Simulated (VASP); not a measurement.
**MgS in VASP 6.6.1, single-point calculation**

INCAR

```
LASPH = .TRUE.
NBANDS = 11
PREC = Accurate
ISMEAR = -1
LREAL = .FALSE.
LCHARG = .FALSE.
LWAVE = .FALSE.
IBRION = -1
ISIF = 2
GGA = CA
SIGMA = 0.02
NELM = 70
MAGMOM = 0.5 0.5
ISPIN = 2
ENCUT = 520
NSW = 0
EDIFF = 1E-7
```

KPOINTS

```
KPOINTS created by Atomic Simulation Environment
0
Gamma
6 6 6
0 0 0
```

POSCAR

```
Mg S
 1.0000000000000000
    -0.0136000000000000    2.8613000000000000    2.8439000000000001
     2.8144999999999998    0.0685000000000000    2.7618999999999998
     2.8668999999999998    2.8317000000000001    0.0161000000000000
 Mg  S
   1   1
Cartesian
  2.8465717399999999  0.1744251200000000  2.7617049199999997
  1.4619169999999999  1.3407090800000001  1.3951014600000000
```

The recommended LDA PAW datasets give the neutral cell 8 valence electrons.

Command

```
mpirun -np 1 vasp_std
```

**Question.** Predict the outcome of this run.

**Answer.** It converged. Results: pressure 0.1 GPa; largest force 1.38 eV/Å; magnetic moment of the cell 0.00 μB.

OSZICAR

```
N       E                     dE             d eps       ncg     rms          rms(c)
DAV:   1     0.229225421253E+02    0.22923E+02   -0.31239E+03  5016   0.530E+02
DAV:   2    -0.783849347322E+01   -0.30761E+02   -0.29261E+02  6095   0.100E+02
DAV:   3    -0.969040790753E+01   -0.18519E+01   -0.18487E+01  6167   0.262E+01
DAV:   4    -0.970481279047E+01   -0.14405E-01   -0.14403E-01  5998   0.277E+00
DAV:   5    -0.970497484757E+01   -0.16206E-03   -0.16206E-03  6201   0.287E-01    0.459E+00
DAV:   6    -0.927280321415E+01    0.43217E+00   -0.13578E+00  5576   0.427E+00    0.317E+00
DAV:   7    -0.922110398323E+01    0.51699E-01   -0.23126E-01  6035   0.192E+00    0.245E+00
DAV:   8    -0.921944965620E+01    0.16543E-02   -0.50674E-03  5721   0.516E-01    0.117E+00
DAV:   9    -0.921888351129E+01    0.56614E-03   -0.19680E-03  5823   0.303E-01    0.506E-01
DAV:  10    -0.921923080316E+01   -0.34729E-03   -0.51974E-05  6302   0.395E-02    0.198E-01
DAV:  11    -0.921924743821E+01   -0.16635E-04   -0.23270E-05  5837   0.266E-02    0.774E-02
DAV:  12    -0.921926888023E+01   -0.21442E-04   -0.22642E-05  5492   0.308E-02    0.338E-02
DAV:  13    -0.921926749881E+01    0.13814E-05   -0.19749E-06  5950   0.858E-03    0.350E-03
DAV:  14    -0.921926754366E+01   -0.44847E-07   -0.25169E-07  5616   0.273E-03
   1 F= -.92192675E+01 E0= -.92192675E+01  d E =-.133633E-10  mag=    -0.0000
```

Standard output (part)

```
POSCAR found type information on POSCAR MgS
 POSCAR found :  2 types and       2 ions
 LDA part: xc-table for (Slater(with rela. corr.)+CA(PZ))
 , standard interpolation
 POSCAR, INCAR and KPOINTS ok, starting setup
 WAVECAR not read
 entering main loop
```

For comparison, a separate LDA run of the intended cell, on usual settings and not on those above, gives a gap of 3.04 eV on its mesh and a pressure of 0.1 GPa.
